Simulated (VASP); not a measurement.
The system is GaSb.

```
Sb Ga
1.0
     0.00000    3.05900    3.05900
     3.05900    0.00000    3.05900
     3.05900    3.05900    0.00000
Sb Ga
1 1
Direct
  0.75000 0.75000 0.75000
  0.00000 0.00000 0.00000
```

Base run:

| Item | Value |
| --- | --- |
| Program | VASP 6.6.1 |
| Functional | SCAN |
| Potentials or basis | VASP PAW PBE potentials, release 64 (Sb, Ga_d) |
| Cutoff | 520 eV |
| k mesh | 8 × 8 × 8 |
| Occupations | fermi-dirac, width 0.05 eV |
| Spin | no spin polarisation |

Its results: pressure 0.1 GPa.

Task: After a change of settings the same cell gave: pressure 1.3 GPa. Which change was it?
A. functional from SCAN to TPSS
B. functional from SCAN to PBEsol; further incar settings from ALGO = Normal; EDIFF = 1e-06 to ALGO = Fast; EDIFF = 1e-06
C. functional from SCAN to PBE; further incar settings from ALGO = Normal; EDIFF = 1e-06 to ALGO = Fast; EDIFF = 1e-06
D. functional from SCAN to revPBE; further incar settings from ALGO = Normal; EDIFF = 1e-06 to ALGO = Fast; EDIFF = 1e-06

Result: A.

Caveats: the PAW data sets were made with another functional, which shifts forces and pressure a little.
